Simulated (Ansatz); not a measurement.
Space group P6_3/mmc (No. 194). a = 2.725 Å, b = 2.725 Å, c = 4.385 Å, α = 90.00°, β = 90.00°, γ = 120.00°
```json
{"atom": "Rh", "site": "2c", "symmetry": "-6m2", "x": "0.6667", "y": "0.3333", "z": "0.7500"}
```

Equation of state of this Rh structure (not necessarily the ground state), with shape and atoms relaxed at each volume where symmetry leaves them free. It has no gap at any of these volumes. The calculation used DFT PBE, scalar-relativistic, plane waves, PAW (Ansatz 0.2.0).

Settings: cutoff 420 eV, Γ-centred mesh 18×18×10 on the computed 2-atom cell, Gaussian smearing of 0.10 eV; no spin polarisation.

```json
{"V (Å³/atom)": "12.405", "E − E(largest V) (meV/atom)": "116.47", "P (GPa)": "45.24"}
{"V (Å³/atom)": "12.828", "E − E(largest V) (meV/atom)": "17.07", "P (GPa)": "30.65"}
{"V (Å³/atom)": "13.251", "E − E(largest V) (meV/atom)": "-47.14", "P (GPa)": "18.51"}
{"V (Å³/atom)": "13.674", "E − E(largest V) (meV/atom)": "-82.06", "P (GPa)": "8.40"}
{"V (Å³/atom)": "14.097", "E − E(largest V) (meV/atom)": "-92.62", "P (GPa)": "0.00"}
{"V (Å³/atom)": "14.520", "E − E(largest V) (meV/atom)": "-82.94", "P (GPa)": "-6.97"}
{"V (Å³/atom)": "14.943", "E − E(largest V) (meV/atom)": "-56.47", "P (GPa)": "-12.74"}
{"V (Å³/atom)": "15.506", "E − E(largest V) (meV/atom)": "0.00", "P (GPa)": "-18.91"}
```

Fit a third-order Birch–Murnaghan equation to E(V).

V0 = 14.09 Å³/atom, B0 = 255 GPa, B0' = 5.2.

This form isn't the element's structure at ambient conditions.